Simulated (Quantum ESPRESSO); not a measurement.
# LiCl (Fm-3m) in Quantum ESPRESSO: further runs

The runs below take LiCl through phonons, with PBE.

Everything below comes from runs of Quantum ESPRESSO 7.5. Logs are shortened: lines on timing, memory, paths and dates and some standing lists are left out, and cuts for length are marked.

**What was measured.**

From a printed reference work, monograph, for a bulk crystal of LiCl: high-frequency dielectric constant 2.75.

How close the calculation comes is told below.

### 1 Starting point

The structure is cubic, space group Fm-3m (No. 225). The conventional cell has a = 5.130 Å, b = 5.130 Å, c = 5.130 Å, α = 90.00°, β = 90.00°, γ = 90.00°. Around Cl (site symmetry m-3m) lie 6 Li at 2.56 Å. Around Li (site symmetry m-3m) lie 6 Cl at 2.56 Å.

### 2 Phonons, PBE

pw.in reads:

```
&CONTROL
  calculation = 'scf'
  prefix = 'pwscf'
  outdir = './tmp'
  pseudo_dir = './pseudo'
  tprnfor = .true.
  tstress = .true.
  disk_io = 'low'
/
&SYSTEM
  ibrav = 0
  nat = 2
  ntyp = 2
  ecutwfc = 45
  ecutrho = 360
  nbnd = 10
  occupations = 'smearing'
  smearing = 'fd'
  degauss = 0.00367493
/
&ELECTRONS
  conv_thr = 4d-10
  electron_maxstep = 120
  mixing_beta = 0.5
/
ATOMIC_SPECIES
Cl    35.4500 cl_pbe_v1.4.uspp.F.UPF
Li     6.9400 li_pbe_v1.4.uspp.F.UPF
CELL_PARAMETERS bohr
   0.0000000000    4.8467128727    4.8467128727
   4.8467128727    0.0000000000    4.8467128727
   4.8467128727    4.8467128727    0.0000000000
ATOMIC_POSITIONS bohr
Cl     4.8467128727    4.8467128727    4.8467128727
Li     0.0000000000    0.0000000000    0.0000000000
K_POINTS automatic
6 6 6 1 1 1
```

scf2.in reads:

```
&CONTROL
  calculation = 'scf'
  prefix = 'pwscf'
  outdir = './tmp'
  pseudo_dir = './pseudo'
  tprnfor = .true.
  tstress = .true.
  disk_io = 'low'
/
&SYSTEM
  ibrav = 0
  nat = 2
  ntyp = 2
  ecutwfc = 45
  ecutrho = 360
  nbnd = 10
  occupations = 'fixed'
/
&ELECTRONS
  conv_thr = 1d-13
  electron_maxstep = 120
  mixing_beta = 0.5
  startingpot = 'file'
  startingwfc = 'file'
/
ATOMIC_SPECIES
Cl    35.4500 cl_pbe_v1.4.uspp.F.UPF
Li     6.9400 li_pbe_v1.4.uspp.F.UPF
CELL_PARAMETERS bohr
   0.0000000000    4.8467128727    4.8467128727
   4.8467128727    0.0000000000    4.8467128727
   4.8467128727    4.8467128727    0.0000000000
ATOMIC_POSITIONS bohr
Cl     4.8467128727    4.8467128727    4.8467128727
Li     0.0000000000    0.0000000000    0.0000000000
K_POINTS automatic
6 6 6 1 1 1
```

ph.in reads:

```
phonons of LiCl
&INPUTPH
  prefix = 'pwscf'
  outdir = './tmp'
  tr2_ph = 1d-18
  fildyn = 'dyn'
  niter_ph = 90
  alpha_mix(1) = 0.7
  epsil = .true.
/
0.0000000000 0.0000000000 0.0000000000
```

dynmat.in reads:

```
&INPUT
  fildyn = 'dyn'
  asr = 'crystal'
  lperm = .true.
  filout = 'dynmat.disp'
  fileig = 'dynmat.eig'
/
```

dynmat_lo.in reads:

```
&INPUT
  fildyn = 'dyn'
  asr = 'crystal'
  filout = 'dynmat_lo.disp'
  fileig = 'dynmat_lo.eig'
  q(1) = 0
  q(2) = 0
  q(3) = 1
/
```

Potentials or basis: GBRV 1.5 PBE.

Launch:

```sh
$ OMP_NUM_THREADS=1 pw.x -in pw.in > pw.out
$ OMP_NUM_THREADS=1 pw.x -in scf2.in > scf2.out
$ OMP_NUM_THREADS=1 ph.x -in ph.in > ph.out
$ OMP_NUM_THREADS=1 dynmat.x -in dynmat.in > dynmat.out
$ OMP_NUM_THREADS=1 dynmat.x -in dynmat_lo.in > dynmat_lo.out
```

pw.out:

```text
This program is part of the open-source Quantum ESPRESSO suite
     for quantum simulation of materials; please cite
[... 9 lines left out ...]
     --------------------
     sticks:   dense  smooth     PW     G-vecs:    dense   smooth      PW
     Sum        1159     583    187                26301     9377    1687

     Using Slab Decomposition

     bravais-lattice index     =            0
     lattice parameter (alat)  =       6.8543  a.u.
     unit-cell volume          =     227.7046 (a.u.)^3
     number of atoms/cell      =            2
     number of atomic types    =            2
     number of electrons       =        10.00
     number of Kohn-Sham states=           10
     kinetic-energy cutoff     =      45.0000  Ry
     charge density cutoff     =     360.0000  Ry
     scf convergence threshold =      4.0E-10
     mixing beta               =       0.5000
     number of iterations used =            8  plain     mixing
     Exchange-correlation=  SLA  PW   PBX  PBC
                           (   1   4   3   4   0   0   0)

     celldm(1)=   6.854287  celldm(2)=   0.000000  celldm(3)=   0.000000
     celldm(4)=   0.000000  celldm(5)=   0.000000  celldm(6)=   0.000000

[... 8 lines left out ...]
               b(3) = (  0.707107  0.707107 -0.707107 )

     PseudoPot. # 1 for Cl read from file:
     cl_pbe_v1.4.uspp.F.UPF
     Pseudo is Ultrasoft + core correction, Zval =  7.0
     Generated by new atomic code, or converted to UPF format
     Using radial grid of  909 points,  6 beta functions with:
                l(1) =   0
                l(2) =   0
                l(3) =   1
                l(4) =   1
                l(5) =   2
                l(6) =   2
     Q(r) pseudized with  8 coefficients,  rinner =    1.300   1.300   1.300
                                                       1.300   1.300

     PseudoPot. # 2 for Li read from file:
     li_pbe_v1.4.uspp.F.UPF
     Pseudo is Ultrasoft, Zval =  3.0
     Generated by new atomic code, or converted to UPF format
     Using radial grid of  751 points,  5 beta functions with:
                l(1) =   0
                l(2) =   0
                l(3) =   0
                l(4) =   1
                l(5) =   1
     Q(r) pseudized with 10 coefficients,  rinner =    1.150   1.150   1.150

     atomic species   valence    mass     pseudopotential
     Cl                7.00    35.45000     Cl( 1.00)
     Li                3.00     6.94000     Li( 1.00)

     48 Sym. Ops., with inversion, found

   Cartesian axes

     site n.     atom                  positions (alat units)
         1        Cl     tau(   1) = (   0.7071068   0.7071068   0.7071068  )
         2        Li     tau(   2) = (   0.0000000   0.0000000   0.0000000  )

     number of k points=    28  Fermi-Dirac smearing, width (Ry)=  0.0037
                       cart. coord. in units 2pi/alat
        k(    1) = (   0.0589256   0.0589256   0.0589256), wk =   0.0185185
        k(    2) = (   0.1767767   0.1767767  -0.0589256), wk =   0.0555556
        k(    3) = (   0.2946278   0.2946278  -0.1767767), wk =   0.0555556
        k(    4) = (  -0.2946278  -0.2946278   0.4124790), wk =   0.0555556
        k(    5) = (  -0.1767767  -0.1767767   0.2946278), wk =   0.0555556
        k(    6) = (  -0.0589256  -0.0589256   0.1767767), wk =   0.0555556
[... 20 lines left out ...]
        k(   27) = (   0.2946278   0.2946278   0.2946278), wk =   0.0185185
        k(   28) = (  -0.2946278  -0.2946278   0.8838835), wk =   0.0555556

     Dense  grid:    26301 G-vectors     FFT dimensions: (  45,  45,  45)

     Smooth grid:     9377 G-vectors     FFT dimensions: (  30,  30,  30)

     Initial potential from superposition of free atoms

     starting charge       9.5492, renormalised to      10.0000

     negative rho (up, down):  1.581E-02 0.000E+00
     Starting wfcs are    9 randomized atomic wfcs +    1 random wfcs

     Self-consistent Calculation

     iteration #  1     ecut=    45.00 Ry     beta= 0.50
     Davidson diagonalization with overlap
     ethr =  1.00E-02,  avg # of iterations =  6.7

     Threshold (ethr) on eigenvalues was too large:
     Diagonalizing with lowered threshold

     Davidson diagonalization with overlap
     ethr =  1.64E-04,  avg # of iterations =  5.2

     negative rho (up, down):  1.510E-02 0.000E+00
[... 58 lines left out ...]
     iteration #  8     ecut=    45.00 Ry     beta= 0.50
     Davidson diagonalization with overlap
     ethr =  3.07E-10,  avg # of iterations =  2.1

     negative rho (up, down):  1.454E-02 0.000E+00

     End of self-consistent calculation

          k = 0.0589 0.0589 0.0589 (  1191 PWs)   bands (ev):

   -41.8050 -11.6924   1.4202   1.6513   1.6513   8.2293  13.0515  13.5029
    13.5031  14.9005

          k = 0.1768 0.1768-0.0589 (  1164 PWs)   bands (ev):

   -41.8041 -11.5269   0.5340   1.3448   1.6457   9.0034  12.1760  12.6642
    12.8650  14.2916

          k = 0.2946 0.2946-0.1768 (  1159 PWs)   bands (ev):

   -41.8028 -11.2487  -0.6917   1.1803   1.4921   8.9116  11.4563  11.5514
    13.4289  16.2926

          k =-0.2946-0.2946 0.4125 (  1164 PWs)   bands (ev):
[... 16 lines left out ...]
   -41.8037 -11.4445   0.3916   1.2427   1.2668   9.7018  11.6301  11.6816
    13.5813  14.1354

          k = 0.4125 0.1768-0.0589 (  1167 PWs)   bands (ev):

   -41.8027 -11.2064  -0.4004   0.7122   1.1448  10.2384  11.0435  11.4893
    13.3238  15.1403

          k =-0.1768-0.4125 0.5303 (  1156 PWs)   bands (ev):
[... 6 lines left out ...]
   -41.8024 -11.1404  -0.5470   0.3680   1.2880   9.9719  11.2321  11.8880
    12.8580  15.8681

          k = 0.0589-0.1768 0.2946 (  1161 PWs)   bands (ev):

   -41.8034 -11.3843   0.0442   1.0535   1.4847   9.5653  11.6336  11.8646
    12.9196  14.6485

          k = 0.5303 0.0589 0.0589 (  1167 PWs)   bands (ev):
[... 6 lines left out ...]
   -41.8016 -10.9354  -0.9597   0.1972   0.6673   9.9045  10.7890  13.1076
    13.9270  16.0047

          k = 0.0589-0.4125 0.5303 (  1164 PWs)   bands (ev):

   -41.8018 -10.9843  -0.6293  -0.1831   0.9603  10.0307  11.6683  12.5794
    12.7133  16.4596

          k = 0.1768-0.2946 0.4125 (  1160 PWs)   bands (ev):

   -41.8024 -11.1419  -0.8790   0.8674   1.3018   9.2661  11.0427  11.7590
    13.5473  16.7046

          k =-0.6482 0.0589 0.0589 (  1156 PWs)   bands (ev):

   -41.8016 -10.9318  -1.1288   0.4849   0.6197   9.6083  10.1341  13.7805
    15.1472  15.6973

          k =-0.5303 0.1768-0.0589 (  1163 PWs)   bands (ev):

   -41.8020 -11.0388  -0.7543   0.3936   0.8332  10.1049  10.9564  12.0207
    13.8332  15.6891

          k =-0.4125 0.0589 0.0589 (  1159 PWs)   bands (ev):

   -41.8028 -11.2427  -0.2478   0.9189   0.9678  10.2608  10.9097  11.4713
    14.0218  14.6715

          k = 0.1768 0.1768 0.1768 (  1164 PWs)   bands (ev):
[... 31 lines left out ...]
   -41.8016 -10.9389  -0.6523  -0.2030   0.6928  10.6393  11.5646  12.0457
    12.8700  16.7599

          k =-0.7660 0.1768 0.1768 (  1149 PWs)   bands (ev):

   -41.8017 -10.9542  -0.8166  -0.0418   0.8577   9.7295  11.5290  12.9603
    13.2867  15.7542

          k = 0.2946 0.2946 0.2946 (  1161 PWs)   bands (ev):
[... 6 lines left out ...]
   -41.8022 -11.0907  -0.9538   0.6604   1.2699   9.3338  11.1361  11.6649
    13.7846  17.6228

     the Fermi energy is     3.0571 ev

!    total energy              =     -48.03146785 Ry
     estimated scf accuracy    <          3.0E-10 Ry
     smearing contrib. (-TS)   =      -0.00000000 Ry
     internal energy E=F+TS    =     -48.03146785 Ry

     The total energy is F=E-TS. E is the sum of the following terms:
     one-electron contribution =     -10.60827813 Ry
     hartree contribution      =       7.67001823 Ry
     xc contribution           =     -12.93834447 Ry
     ewald contribution        =     -32.15486348 Ry

     convergence has been achieved in   8 iterations

     negative rho (up, down):  1.454E-02 0.000E+00

     Forces acting on atoms (cartesian axes, Ry/au):

     atom    1 type  1   force =     0.00000000    0.00000000   -0.00000000
     atom    2 type  2   force =    -0.00000000    0.00000000   -0.00000000

     Total force =     0.000000     Total SCF correction =     0.000000

     Computing stress (Cartesian axis) and pressure

     negative rho (up, down):  1.454E-02 0.000E+00
          total   stress  (Ry/bohr**3)                   (kbar)     P=        3.65
   0.00002482  -0.00000000  -0.00000000            3.65       -0.00       -0.00
  -0.00000000   0.00002482  -0.00000000           -0.00        3.65       -0.00
  -0.00000000  -0.00000000   0.00002482           -0.00       -0.00        3.65

=------------------------------------------------------------------------------=
   JOB DONE.
=------------------------------------------------------------------------------=
```

scf2.out:

```text
This program is part of the open-source Quantum ESPRESSO suite
     for quantum simulation of materials; please cite
[... 9 lines left out ...]
     --------------------
     sticks:   dense  smooth     PW     G-vecs:    dense   smooth      PW
     Sum        1159     583    187                26301     9377    1687
[... 318 lines left out ...]
   0.00002476   0.00000000   0.00000000            3.64        0.00        0.00
   0.00000000   0.00002476   0.00000000            0.00        3.64        0.00
   0.00000000   0.00000000   0.00002476            0.00        0.00        3.64

=------------------------------------------------------------------------------=
   JOB DONE.
=------------------------------------------------------------------------------=
```

ph.out:

```text
This program is part of the open-source Quantum ESPRESSO suite
     for quantum simulation of materials; please cite
         "P. Giannozzi et al., J. Phys.:Condens. Matter 21 395502 (2009);
         "P. Giannozzi et al., J. Phys.:Condens. Matter 29 465901 (2017);
         "P. Giannozzi et al., J. Chem. Phys. 152 154105 (2020);
     in publications or presentations arising from this work. More details at

[... 310 lines left out ...]

     INITIALIZATION:

     DIELECTRIC CONSTANT AND EFFECTIVE CHARGES:

     DYNAMICAL MATRIX:

      Additional routines

=------------------------------------------------------------------------------=
   JOB DONE.
=------------------------------------------------------------------------------=
```

It took 2.1 min on 1 thread of Arm Neoverse V1, shared host; peak memory 0.13 GiB.

What came out:

```yaml
Free_energy: -653.5014 eV
Pressure_after_relaxing: 0.4 GPa
Electronic_dielectric_tensor_diagonal: 2.96
Born_charges_mean_of_the_diagonal: Cl -1.19; Li +1.18 e
Highest_phonon_frequency_at_Γ_LO-TO_splitting_left_out: 176 cm⁻¹
Static_dielectric_tensor_diagonal: 14.32
```

Phonon frequencies in cm⁻¹ (negative: imaginary):
```csv
q point,frequencies
"(0.000, 0.000, 0.000)",-3 -3 -3 176 176 176
```

Electronic dielectric tensor:
```
2.96 0.00 0.00
0.00 2.96 0.00
0.00 0.00 2.96
```

Born effective charge tensors (e):
atom 1, Cl
```
-1.19  0.00  0.00
 0.00 -1.19  0.00
 0.00  0.00 -1.19
```
atom 2, Li
```
1.18 0.00 0.00
0.00 1.18 0.00
0.00 0.00 1.18
```

Optical modes at Γ, degenerate ones joined, polar ones without the macroscopic field:
```tsv
cm⁻¹	components	symmetry	active in	IR intensity, summed ((D/Å)²/amu)
176	3	T1u	IR	16.72
```

Zone-centre frequencies without and with the macroscopic field along z (cm⁻¹):
|  | optical modes in rising order |
| --- | --- |
| without | 176 176 176 |
| with the field | 176 176 387 |

Static dielectric tensor, electrons and zone-centre modes:
```
14.32  0.00  0.00
 0.00 14.32  0.00
 0.00  0.00 14.32
```

[end of part 1 of 5]
